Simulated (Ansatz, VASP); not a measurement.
**Two plane-wave programs on CdS**

Contents of INCAR:

```
PREC     = Accurate       # precision mode
ENCUT    = 520            # plane-wave cutoff, eV
EDIFF    = 1E-6           # SCF threshold, eV
ISMEAR   = 0              # smearing method
SIGMA    = 0.05           # smearing width, eV
LREAL    = F              # projectors in reciprocal space
LASPH    = T              # aspherical terms in the spheres
NELM     = 100            # most SCF steps
ALGO     = Fast           # electronic algorithm
ISIF     = 2              # what is computed and relaxed
LWAVE    = F              # write WAVECAR
LCHARG   = F              # write CHGCAR
GGA      = PE             # functional
IVDW     = 12             # dispersion correction
NBANDS   = 16             # bands
```

The input KPOINTS:

```
regular mesh
0
Gamma
  9 9 6
```

POSCAR

```
CdS
1.0
    4.2611695877      0.0000000000      0.0000000000
   -2.1305847939      3.6902811128      0.0000000000
    0.0000000000      0.0000000000      5.8041729400
Cd S
1 1
Direct
    0.0000000000      0.0000000000      0.4426919200
    0.6666666667      0.3333333333      0.4343080800
```

Input for Ansatz:

```yaml
crystal:
  lattice:
    - [4.2611695877, 0.0, 0.0]
    - [-2.1305847939, 3.6902811128, 0.0]
    - [0.0, 0.0, 5.80417294]
  atoms:
    - { symbol: Cd, position: [0.0, 0.0, 0.44269192] }
    - { symbol: S, position: [0.6666666667, 0.3333333333, 0.43430808] }
basis:
  ecutwfc: 420
kpoints:
  mp_grid: { grid: [9, 9, 6] }
hamiltonian:
  xc: pbe
  dispersion: d3bj
scf:
  occupations: { method: gaussian, width: 0.05 }
output:
  forces: true
  stress: true
  eigenvalues: true
```

Measurements of this composition are mostly on another form, of space group No. 186.

Alike in both runs: task single point; functional PBE; dispersion D3(BJ); k mesh 9 × 9 × 6; occupations gaussian, width 0.05 eV; no spin polarisation.

|  | VASP | Ansatz |
| --- | --- | --- |
| version | VASP 6.6.1 | Ansatz 0.2.0 |
| potentials or method | VASP PAW PBE potentials, release 64 (Cd, S) | scalar-relativistic, plane waves, PAW |
| plane-wave cutoff (eV) | 520 | 420 |
| valence electrons in the cell | 18 | 26 |

```tsv
	VASP	Ansatz	Ansatz less VASP
gap on the k mesh at the Fermi level (eV)	1.47	1.47	-0.002
least direct gap on the mesh (eV)	1.48	1.47	-0.003
pressure (GPa)	-0.6	-0.8	-0.18
largest component of the traceless stress (GPa)	0.24	0.43	+0.188
rms of the force components (eV/Å)	0.001	0.003	+0.0018
```

Atom by atom the forces differ by 0.002 eV/Å (rms over components). The two sets of potentials don't hold the same shells in valence.

Caveats: an odd mesh through Γ misses points on the zone boundary, where band edges often lie. A hybrid or GW would open this gap; PBE tends to underestimate it.
